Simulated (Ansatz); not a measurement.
# BaS: the cost of one run

Method: DFT LDA, scalar-relativistic, plane waves, PAW, in Ansatz 0.2.0.

### Step 1. The system as given

It takes space group Fm-3m (No. 225, cubic). The conventional cell has a = 6.388 Å, b = 6.388 Å, c = 6.388 Å, α = 90.00°, β = 90.00°, γ = 90.00°. Ba (site symmetry m-3m) has 6 S at 3.19 Å as nearest neighbours. S (site symmetry m-3m) is surrounded by 6 Ba at 3.19 Å.

Coordinates:

```xyz
2
Lattice="0.0000 3.1938 3.1938 3.1938 0.0000 3.1938 3.1938 3.1938 0.0000" Properties=species:S:1:pos:R:3 pbc="T T T"
Ba    0.0000    0.0000    0.0000
S     3.1938    3.1938    3.1938
```

The structure comes from the Crystallography Open Database.

(A quick probe on a coarse mesh, which set the mesh and smearing, is not shown.)

### Step 3. The relaxation

File input.yaml:

```yaml
crystal:
  lattice:
    - [0.0, 3.19375, 3.19375]
    - [3.19375, 0.0, 3.19375]
    - [3.19375, 3.19375, 0.0]
  atoms:
    - { symbol: Ba, position: [0.0, 0.0, 0.0] }
    - { symbol: S, position: [0.5, 0.5, 0.5] }
basis:
  ecutwfc: 420
kpoints:
  mp_grid: { grid: [8, 8, 8] }
hamiltonian:
  xc: lda
scf:
  occupations: { method: gaussian, width: 0.02 }
output:
  forces: true
  stress: true
  eigenvalues: true
  write_density: true
  write_potential: true
  elf: true
  volumetric_format: npy
relax:
  adjacent_minimum: "off"
  f_tol: 0.005
  max_steps: 80
  cell: { stress_tol: 0.05 }
```

On the command line:

```console
$ ansatz run input.yaml --threads 2 --pin off --max-ram 5120MiB --backend cpu --events-out ev --progress --plain --runs-dir out
```

**Question.** How long does this run take on 2 threads of Intel Xeon 6975P-C (Granite Rapids), shared host, and how much memory does it need?

About 2.9 s, with a peak of 0.4 GiB.
